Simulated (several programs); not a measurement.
**Many methods on one cell: FeS₂ (Pa-3)**

Measured values to be reproduced:
- volume: 13.25 Å³ an atom (from the lattice constants; a; “Physico-thermal and geochemical behavior and alteration of the Au indicator gangue hydrothermal quartz at the Kubi Gold Ore Deposits”; minority phase in a natural mixed-phase quartz sample; value from peak indexing against reference data; 2024; arxiv:2410.07828)

FeS₂ (Pa-3) from a database of computed structures, relaxed with r2SCAN in Ansatz, was computed with several methods. Space group Pa-3 (No. 205), cubic; conventional cell a = 5.403 Å, 13.14 Å³ an atom. Around Fe lie 6 S at 2.26 Å; around S lie 1 S at 2.15 Å and 3 Fe at 2.26 Å. No spin polarisation and no zero-point or thermal motion.

```cif
data_structure
_symmetry_space_group_name_H-M 'Pa-3'
_symmetry_Int_Tables_number 205
_cell_length_a 5.4030
_cell_length_b 5.4030
_cell_length_c 5.4030
_cell_angle_alpha 90.000
_cell_angle_beta 90.000
_cell_angle_gamma 90.000
_cell_volume 157.73
loop_
_atom_site_label
_atom_site_type_symbol
_atom_site_symmetry_multiplicity
_atom_site_Wyckoff_symbol
_atom_site_fract_x
_atom_site_fract_y
_atom_site_fract_z
_atom_site_occupancy
Fe1 Fe 4 a 0.00000 0.50000 0.50000 1
S1 S 8 c 0.38499 0.11501 0.88499 1
```

Gaps and times are for a single point on this cell; volume and bulk modulus come from each method's own relaxation or energy curve at fixed shape, which is too stiff where a cell has free coordinates or axes. Times are rough, from shared hosts (AMD EPYC 7R43 64-Core Processor; Arm Neoverse V1), and each method has its own mesh and cell size. A double dagger marks a value from a curve with shape and coordinates held. A star marks a curve whose lowest point is an end point. PM7 (MOPAC), GFN1-xTB (tblite), GFN2-xTB (tblite) treat a cluster of cells at its zone centre, which samples few k points: where these miss a band edge, the gap comes out too large for that reason alone. Gaps from k meshes are read at a limited set of points (mesh, symmetry points, PBE's band edges), so each method's own least gap may be somewhat smaller. xTB and the PM methods were fitted mostly to molecules, and can miss a solid's gap by electronvolts. Minimal bases can be far off for gaps. Times of the plane-wave ladder aren't listed, since it ran on unlike processors and cards. The open d shell was run without spin, which may not be the ground state of these methods, hybrids least of all. d marks a direct gap, i an indirect one (no mark: not told apart), a dash a value that wasn't computed or didn't pass its checks.

```json
{"method": "PBEsol", "kind": "semilocal", "gap (eV)": "–", "own volume (Å³/atom)": "12.57", "bulk modulus (GPa)": "–", "atoms computed": "12", "processor time": "–"}
{"method": "light PBE (260 eV and a coarse mesh)", "kind": "light plane-wave", "gap (eV)": "0.60 i", "own volume (Å³/atom)": "–", "bulk modulus (GPa)": "–", "atoms computed": "12", "processor time": "2.8 s"}
{"method": "GFN1-xTB (tblite)", "kind": "tight binding", "gap (eV)": "0.69", "own volume (Å³/atom)": "12.80‡", "bulk modulus (GPa)": "135‡", "atoms computed": "cluster", "processor time": "10 s"}
{"method": "GFN2-xTB (tblite)", "kind": "tight binding", "gap (eV)": "1.05", "own volume (Å³/atom)": "–", "bulk modulus (GPa)": "–", "atoms computed": "cluster", "processor time": "17 s"}
{"method": "LDA", "kind": "semilocal", "gap (eV)": "0.56 i", "own volume (Å³/atom)": "12.30", "bulk modulus (GPa)": "–", "atoms computed": "12", "processor time": "–"}
{"method": "PBE/SZV (CP2K)", "kind": "small basis", "gap (eV)": "1.42 i", "own volume (Å³/atom)": "14.67*‡", "bulk modulus (GPa)": "150*‡", "atoms computed": "12", "processor time": "23 s"}
{"method": "PBE", "kind": "semilocal", "gap (eV)": "0.61 i", "own volume (Å³/atom)": "13.15", "bulk modulus (GPa)": "158‡", "atoms computed": "12", "processor time": "–"}
{"method": "r2SCAN", "kind": "semilocal", "gap (eV)": "0.91 i", "own volume (Å³/atom)": "13.14", "bulk modulus (GPa)": "159‡", "atoms computed": "12", "processor time": "–"}
{"method": "PBE/DZVP (CP2K)", "kind": "small basis", "gap (eV)": "0.58 i", "own volume (Å³/atom)": "13.23‡", "bulk modulus (GPa)": "159‡", "atoms computed": "12", "processor time": "110 s"}
{"method": "PM7 (MOPAC)", "kind": "semi-empirical", "gap (eV)": "5.12", "own volume (Å³/atom)": "–", "bulk modulus (GPa)": "–", "atoms computed": "cluster", "processor time": "3.8 min"}
{"method": "DDH-PBE0", "kind": "hybrid", "gap (eV)": "1.02 i", "own volume (Å³/atom)": "–", "bulk modulus (GPa)": "–", "atoms computed": "12", "processor time": "–"}
{"method": "PBE0", "kind": "hybrid", "gap (eV)": "2.96 d", "own volume (Å³/atom)": "–", "bulk modulus (GPa)": "–", "atoms computed": "12", "processor time": "–"}
{"method": "HSE06", "kind": "hybrid", "gap (eV)": "2.23 d", "own volume (Å³/atom)": "–", "bulk modulus (GPa)": "–", "atoms computed": "12", "processor time": "–"}
{"method": "r2SCAN0", "kind": "hybrid", "gap (eV)": "3.26 d", "own volume (Å³/atom)": "–", "bulk modulus (GPa)": "–", "atoms computed": "12", "processor time": "–"}
```

Volumes against r2SCAN's: PBEsol -4.3 %, LDA -6.4 %, PBE 0.0 %.

Runs without a result: GLLB-SC (GPAW) (single point).

Comparison with experiment:
- Volume, measured 13.25 Å³ an atom: PBEsol -5.1 %, LDA -7.2 %, PBE -0.8 %, r2SCAN -0.8 %.
The calculations are for a static lattice; samples hold vibrations, temperature and, in optical gaps, excitons. A measured value is shown where most reports agree with it, and only for the quantities listed.
